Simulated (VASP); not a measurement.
All values below come from G0W0 on PBE orbitals, VASP's PBE PAW potentials (set 64) (plane waves; VASP).

Input for VASP

KPOINTS:
```
Automatic mesh
0
Gamma
4 4 4
0 0 0
```

**POSCAR**
```
NaBr
1
    0.0000000000     2.9850000000     2.9850000000
    2.9850000000     0.0000000000     2.9850000000
    2.9850000000     2.9850000000     0.0000000000
Na Br
1 1
Direct
  0.0000000000   0.0000000000   0.0000000000
  0.5000000000   0.5000000000   0.5000000000
```

INCAR:
```
ALGO = EVGW0
ENCUT = 500
ENCUTGW = 200
GGA = PE
ISMEAR = 0
LASPH = .TRUE.
LCHARG = .FALSE.
LREAL = .FALSE.
LSPECTRALGW = .TRUE.
LWAVE = .FALSE.
NBANDS = 160
NBANDSGW = 16
NELMGW = 1
NOMEGA = 64
PREC = Normal
SIGMA = 0.01
SYSTEM = NaBr
```

POTCAR, in this order: Na_sv_GW Br_GW (PBE.64 set). Program: vasp_std. Read from the step before: WAVECAR, WAVEDER.

Output of the run:

### OUTCAR
```
 ion  position               nearest neighbor table
   1  0.000  0.000  0.000-
   2  0.500  0.500  0.500-
  LATTYP: Found a face centered cubic cell.
 ALAT       =     5.9700000000
 Subroutine PRICEL returns:
 Original cell was already a primitive cell.
 Subroutine GETGRP returns: Found 48 space group operations
The static configuration has the point symmetry O_h .
The dynamic configuration has the point symmetry O_h .
 Subroutine INISYM returns: Found 48 space group operations
 Subroutine IBZKPT returns following result:
 Found      8 irreducible k-points:

 Following reciprocal coordinates:
            Coordinates               Weight
  0.000000  0.000000  0.000000      1.000000
  0.250000  0.000000  0.000000      8.000000
  0.500000  0.000000  0.000000      4.000000
  0.250000  0.250000  0.000000      6.000000
  0.500000  0.250000  0.000000     24.000000
 -0.250000  0.250000  0.000000     12.000000
  0.500000  0.500000  0.000000      3.000000
 -0.250000  0.500000  0.250000      6.000000
 Subroutine IBZKPT_HF returns following result:
   k-points           NKPTS =      8   k-points in BZ     NKDIM =     64   number of bands    NBANDS=    160
   number of dos      NEDOS =    301   number of ions     NIONS =      2
   total plane-waves  NPLWV =  13824
   dimension x,y,z NGX =    24 NGY =   24 NGZ =   24
   dimension x,y,z NGXF=    48 NGYF=   48 NGZF=   48
   ions per type =               1   1
   PREC   = normal    normal or accurate (medium, high low for compatibility)
   ISTART =      1    job   : 0-new  1-cont  2-samecut
   ICHARG =      0    charge: 1-file 2-atom 10-const
   ISPIN  =      1    spin polarized calculation?
   LNONCOLLINEAR =      F non collinear calculations
   LSORBIT =      F    spin-orbit coupling
   INIWAV =      1    electr: 0-lowe 1-rand  2-diag
   ENCUT  =  500.0 eV  36.75 Ry    6.06 a.u.   7.70  7.70  7.70*2*pi/ulx,y,z
   NELM   =     60;   NELMIN=  2; NELMDL=  0     # of ELM steps
   EDIFF  = 0.1E-03   stopping-criterion for ELM
   LREAL  =      F    real-space projection
   NLSPLINE    = F    spline interpolate recip. space projectors
   LMAXMIX     =    2 max onsite mixed and CHGCAR
   VOSKOWN=      0    Vosko Wilk Nusair interpolation
   EDIFFG = 0.1E-02   stopping-criterion for IOM
   NSW    =      0    number of steps for IOM
   NBLOCK =      1;   KBLOCK =      1    inner block; outer block
   IBRION =     -1    ionic relax: 0-MD 1-quasi-New 2-CG
   NFREE  =      0    steps in history (QN), initial steepest desc. (CG)
   ISIF   =      0    stress and relaxation
   ISYM   =      3    0-nonsym 1-usesym 2-fastsym
   TEIN   =    0.0    initial temperature
   TEBEG  =    0.0;   TEEND  =   0.0 temperature during run
   SMASS  =  -3.00    Nose mass-parameter (am)
   PSTRESS=    0.0 pullay stress
   NELECT =      16.0000    total number of electrons
   EFERMI =   0.00;   METHOD = LEGACY
   ISMEAR =     0;   SIGMA  =   0.01  broadening in eV -4-tet -1-fermi 0-gaus
   IALGO  =     38    algorithm
   LDIAG  =      T    sub-space diagonalisation (order eigenvalues)
   IMIX   =      4    mixing-type and parameters
     AMIX     =   0.40;   BMIX     =  1.00
     AMIX_MAG =   1.60;   BMIX_MAG =  1.00
     AMIN     =   0.10
   GGA     = PE    functional components
   VOSKOWN =     0    Vosko Wilk Nusair interpolation
   LHFCALC =     T    Hartree Fock is set to
   NKREDX  =     1    reduce k-point grid by
   AEXX    =    1.0000 exact exchange contribution
   HFSCREEN=    0.0000 screening length (either q_TF or 0.3 A-1)
   HFRCUT  =    0.0000 spherical cutoff for potential kernel
   AGGAX   =    0.0000 GGA exchange part
   ALDAC   =    0.0000 LDA correlation
   AGGAC   =    0.0000 GGA correlation
...
```

### OSZICAR
```
energies w=
    0.000    0.000    1.219    0.000    2.435    0.000    3.646    0.000
    4.851    0.000    6.046    0.000    7.230    0.000    8.402    0.000
    9.561    0.000   10.706    0.000   11.836    0.000   12.951    0.000
   14.051    0.000   15.138    0.000   16.211    0.000   17.271    0.000
   18.320    0.000   19.358    0.000   20.388    0.000   21.410    0.000
   22.427    0.000   23.440    0.000   24.450    0.000   25.460    0.000
   26.472    0.000   27.488    0.000   28.511    0.000   29.541    0.000
   30.584    0.000   31.639    0.000   32.712    0.000   33.805    0.000
   34.920    0.000   36.063    0.000   37.236    0.000   38.445    0.000
   39.694    0.000   40.988    0.000   42.334    0.000   43.738    0.000
   45.208    0.000   46.752    0.000   48.381    0.000   50.106    0.000
   51.940    0.000   53.898    0.000   55.998    0.000   58.261    0.000
   60.713    0.000   63.383    0.000   66.308    0.000   69.532    0.000
   73.109    0.000   77.107    0.000   81.611    0.000   86.730    0.000
   92.604    0.000   99.421    0.000  107.429    0.000  116.976    0.000
  128.551    0.000  142.874    0.000  161.047    0.000  184.841    0.000
NQ=   1    0.0000    0.0000    0.0000,
 performed        196000 updates of chi_q(r,r)
NQ=   2    0.2500    0.0000    0.0000,
 performed        576000 updates of chi_q(r,r)
NQ=   3    0.5000    0.0000    0.0000,
 performed        864000 updates of chi_q(r,r)
NQ=   4    0.2500    0.2500    0.0000,
 performed       1209000 updates of chi_q(r,r)
NQ=   5    0.5000    0.2500    0.0000,
 performed       1671000 updates of chi_q(r,r)
NQ=   6   -0.2500    0.2500    0.0000,
 performed       2082000 updates of chi_q(r,r)
NQ=   7    0.5000    0.5000    0.0000,
 performed       2350000 updates of chi_q(r,r)
NQ=   8   -0.2500    0.5000    0.2500,
 performed       2700000 updates of chi_q(r,r)
 resolving degeneracies of screened two electron integrals
```

### OUTCAR
```


 k-point   1 :       0.0000    0.0000    0.0000
  band No.  KS-energies  QP-energies   sigma(KS)   V_xc(KS)     V^pw_x(r,r')   Z            occupation Imag(sigma)

      1     -50.3982     -58.8762     -40.4506     -29.2777     -49.1356       0.7588       2.0000       0.5471
      2     -22.3363     -27.6099     -34.9734     -28.3151     -41.3554       0.7920       2.0000       0.2320
      3     -22.3363     -27.6099     -34.9734     -28.3151     -41.3554       0.7920       2.0000       0.2320
      4     -22.3363     -27.6099     -34.9734     -28.3151     -41.3554       0.7920       2.0000       0.2320
      5     -13.5731     -15.2045     -15.9756     -13.7823     -22.0997       0.7438       2.0000       1.6329
      6      -0.7730      -2.5830     -15.1910     -12.9071     -16.7090       0.7925       2.0000       0.1489
      7      -0.7730      -2.5830     -15.1910     -12.9071     -16.7090       0.7925       2.0000       0.1489
      8      -0.7730      -2.5830     -15.1910     -12.9071     -16.7090       0.7925       2.0000       0.1489
      9       3.3807       4.1348      -6.8309      -7.7291      -3.8139       0.8396       0.0000      -0.1225
     10       9.0657       9.8928      -6.4243      -7.4260      -3.0730       0.8256       0.0000      -0.1646
     11       9.0657       9.8928      -6.4243      -7.4260      -3.0730       0.8256       0.0000      -0.1646
     12       9.0657       9.8928      -6.4243      -7.4260      -3.0730       0.8256       0.0000      -0.1646
     13      11.1998      12.2626      -7.2682      -8.5750      -3.6393       0.8134       0.0000      -0.2014
     14      11.1998      12.2626      -7.2682      -8.5750      -3.6393       0.8134       0.0000      -0.2014
     15      12.1526      12.4386      -4.9310      -5.2870      -1.0324       0.8032       0.0000      -0.3442
     16      13.8594      14.7789      -7.0141      -8.1661      -2.8551       0.7981       0.0000      -0.3953

 k-point   2 :       0.2500    0.0000    0.0000
  band No.  KS-energies  QP-energies   sigma(KS)   V_xc(KS)     V^pw_x(r,r')   Z            occupation Imag(sigma)

      1     -50.3980     -58.9033     -40.4509     -29.2782     -49.1360       0.7613       2.0000       0.5471
      2     -22.3438     -27.5439     -34.9384     -28.2829     -41.3218       0.7813       2.0000       0.2386
      3     -22.3368     -27.6064     -34.9714     -28.3134     -41.3533       0.7915       2.0000       0.2320
      4     -22.3368     -27.6064     -34.9714     -28.3134     -41.3533       0.7915       2.0000       0.2320
      5     -13.4377     -15.0473     -16.1144     -13.9540     -22.2058       0.7450       2.0000       1.6005
      6      -1.9824      -3.8927     -13.9531     -11.5290     -15.6180       0.7880       2.0000       0.1759
      7      -0.9150      -2.7489     -15.0541     -12.7392     -16.5958       0.7922       2.0000       0.1519
      8      -0.9150      -2.7489     -15.0541     -12.7392     -16.5958       0.7922       2.0000       0.1519
      9       4.8744       5.6570      -7.2850      -8.2265      -4.1874       0.8312       0.0000      -0.1330
     10       8.1810       8.9678      -6.8614      -7.8219      -3.4844       0.8192       0.0000      -0.1724
     11       9.2357      10.1526      -6.8660      -7.9827      -3.4810       0.8211       0.0000      -0.1716
     12       9.2357      10.1526      -6.8660      -7.9827      -3.4810       0.8211       0.0000      -0.1716
     13      11.0247      11.9912      -7.0165      -8.2058      -3.3661       0.8127       0.0000      -0.2166
     14      11.0247      11.9912      -7.0165      -8.2058      -3.3661       0.8127       0.0000      -0.2166
     15      12.5325      13.3568      -6.3535      -7.3801      -2.3186       0.8029       0.0000      -0.3510
     16      15.9269      16.5032      -5.7710      -6.4696      -1.5847       0.8249       0.0000      -0.5680

 k-point   3 :       0.5000    0.0000    0.0000
  band No.  KS-energies  QP-energies   sigma(KS)   V_xc(KS)     V^pw_x(r,r')   Z            occupation Imag(sigma)

      1     -50.3979     -58.9177     -40.4513     -29.2786     -49.1365       0.7626       2.0000       0.5471
      2     -22.3516     -27.5182     -34.9033     -28.2514     -41.2878       0.7767       2.0000       0.2452
      3     -22.3373     -27.5884     -34.9692     -28.3117     -41.3510       0.7887       2.0000       0.2321
      4     -22.3373     -27.5884     -34.9692     -28.3117     -41.3510       0.7887       2.0000       0.2321
      5     -13.2946     -14.8910     -16.2673     -14.1437     -22.3238       0.7517       2.0000       1.5635
      6      -2.8327      -4.8517     -13.4862     -10.8966     -15.3767       0.7797       2.0000       0.2105
      7      -1.0471      -2.9037     -14.9402     -12.5946     -16.5083       0.7915       2.0000       0.1551
      8      -1.0471      -2.9037     -14.9402     -12.5946     -16.5083       0.7915       2.0000       0.1551
      9       5.4037       6.0856      -6.4303      -7.2479      -3.3912       0.8340       0.0000      -0.1340
     10       8.7369       9.6957      -7.0853      -8.2497      -3.7771       0.8234       0.0000      -0.1629
     11       8.7369       9.6957      -7.0853      -8.2497      -3.7771       0.8234       0.0000      -0.1629
     12       9.1608      10.2506      -8.5813      -9.9485      -4.7444       0.7971       0.0000      -0.2351
     13      12.0271      12.6854      -5.7573      -6.5780      -1.7752       0.8022       0.0000      -0.3250
     14      14.1301      15.3524      -8.1330      -9.6537      -4.0785       0.8038       0.0000      -0.3280
     15      14.1301      15.3524      -8.1330      -9.6537      -4.0785       0.8038       0.0000      -0.3280
     16      14.5879      15.2044      -6.0775      -6.8442      -1.8080       0.8041       0.0000      -0.4895

 k-point   4 :       0.2500    0.2500    0.0000
  band No.  KS-energies  QP-energies   sigma(KS)   V_xc(KS)     V^pw_x(r,r')   Z            occupation Imag(sigma)

      1     -50.3980     -58.9204     -40.4510     -29.2783     -49.1361       0.7628       2.0000       0.5471
      2     -22.3426     -27.5498     -34.9446     -28.2891     -41.3274       0.7824       2.0000       0.2365
      3     -22.3385     -27.5865     -34.9663     -28.3074     -41.3475       0.7881       2.0000       0.2324
      4     -22.3385     -27.5865     -34.9663     -28.3074     -41.3475       0.7881       2.0000       0.2324
      5     -13.4021     -15.0078     -16.1313     -13.9831     -22.2136       0.7474       2.0000       1.5936
      6      -1.9379      -3.8489     -13.9723     -11.5488     -15.6303       0.7885       2.0000       0.1746
      7      -1.1299      -2.9882     -14.8983     -12.5473     -16.4822       0.7904       2.0000       0.1564
      8      -1.1299      -2.9882     -14.8983     -12.5473     -16.4822       0.7904       2.0000       0.1564
      9       5.3816       6.2601      -7.6628      -8.7255      -4.4822       0.8266       0.0000      -0.1386
     10       7.1907       7.8375      -5.9224      -6.7004      -2.7615       0.8313       0.0000      -0.1463
     11       8.6285       9.5799      -7.1895      -8.3509      -3.7786       0.8192       0.0000      -0.1773
     12      10.3830      11.2894      -7.0626      -8.1792      -3.4462       0.8117       0.0000      -0.2128
     13      10.3830      11.2894      -7.0626      -8.1792      -3.4462       0.8117       0.0000      -0.2128
     14      12.0000      13.0997      -7.4425      -8.7999      -3.6853       0.8102       0.0000      -0.2301
     15      15.4887      16.4603      -6.9280      -8.1312      -2.6866       0.8075       0.0000      -0.4997
     16      15.4887      16.4603      -6.9280      -8.1312      -2.6866       0.8075       0.0000      -0.4997

 k-point   5 :       0.5000    0.2500    0.0000
  band No.  KS-energies  QP-energies   sigma(KS)   V_xc(KS)     V^pw_x(r,r')   Z            occupation Imag(sigma)

      1     -50.3978     -59.0118     -40.4513     -29.2788     -49.1365       0.7710       2.0000       0.5471
      2     -22.3475     -27.5329     -34.9266     -28.2704     -41.3085       0.7790       2.0000       0.2389
      3     -22.3399     -27.5838     -34.9607     -28.3023     -41.3417       0.7876       2.0000       0.2326
      4     -22.3399     -27.5838     -34.9607     -28.3023     -41.3417       0.7876       2.0000       0.2326
      5     -13.2692     -14.8708     -16.2515     -14.1413     -22.3010       0.7589       2.0000       1.5611
      6      -2.4712      -4.4652     -13.7575     -11.2118     -15.5794       0.7833       2.0000       0.1954
      7      -1.6159      -3.5227     -14.4053     -11.9817     -16.0627       0.7868       2.0000       0.1683
      8      -1.2528      -3.1273     -14.8052     -12.4259     -16.4154       0.7878       2.0000       0.1598
      9       6.2188       7.0632      -6.8398      -7.8570      -3.6791       0.8301       0.0000      -0.1415
     10       7.4086       8.3024      -7.2717      -8.3578      -3.9828       0.8230       0.0000      -0.1574
     11       8.3652       9.1614      -7.0802      -8.0560      -3.6371       0.8160       0.0000      -0.1830
     12      10.0200      11.0218      -7.3573      -8.5898      -3.8117       0.8129       0.0000      -0.1992
     13      11.8026      12.7087      -7.2456      -8.3832      -3.2263       0.7965       0.0000      -0.3177
     14      14.2295      15.3823      -7.8863      -9.3219      -3.8096       0.8030       0.0000      -0.3418
     15      14.7919      15.9458      -7.5512      -8.9743      -3.3746       0.8108       0.0000      -0.4198
     16      15.0398      15.8358      -6.7743      -7.7648      -2.4435       0.8037       0.0000      -0.5046

 k-point   6 :      -0.2500    0.2500    0.0000
  band No.  KS-energies  QP-energies   sigma(KS)   V_xc(KS)     V^pw_x(r,r')   Z            occupation Imag(sigma)

      1     -50.3978     -58.9496     -40.4512     -29.2786     -49.1364       0.7654       2.0000       0.5471
      2     -22.3468     -27.5413     -34.9253     -28.2713     -41.3088       0.7806       2.0000       0.2407
      3     -22.3410     -27.5558     -34.9576     -28.2977     -41.3381       0.7830       2.0000       0.2329
      4     -22.3373     -27.5972     -34.9694     -28.3117     -41.3513       0.7901       2.0000       0.2320
      5     -13.3067     -14.9026     -16.2325     -14.1087     -22.2915       0.7514       2.0000       1.5690
...
```
(Selected blocks of OUTCAR.)

The mesh is coarse and the basis finite, so the quasiparticle values are not converged.

The compound is NaBr in the rock salt structure. The cell was not relaxed at this level. The k-mesh is coarse (spacing up to 0.46 per Å, 2π included), so the numbers may not be converged in it.
